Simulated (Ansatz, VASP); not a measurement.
# I: VASP beside Ansatz

```
I
1.0
     2.31281   -1.33530    3.78397
     0.00000    2.67060    3.78397
    -2.31281   -1.33530    3.78397
I
2
Cartesian
  0.0000 0.0000 2.8380
  0.0000 0.0000 -2.8380
```

Change from the starting cell: volume scaled by 0.84, LAPW.

Alike in both runs: task single point; functional PBE; k mesh 11 × 11 × 11; occupations fermi-dirac, width 0.1 eV; no spin polarisation.

|  | VASP | Ansatz |
| --- | --- | --- |
| version | VASP 6.6.1 | Ansatz 0.2.0 |
| potentials or method | VASP PAW PBE potentials, release 64 (I), cutoff 520 eV | all-electron LAPW, scalar-relativistic |

```tsv
	VASP	Ansatz	Ansatz less VASP
pressure (GPa)	6.1	6.2	+0.04
```

Ansatz ran all-electron here, so the differences hold the error of VASP's frozen core and of both bases.

Spin-orbit coupling is left out, which matters for the levels of I.
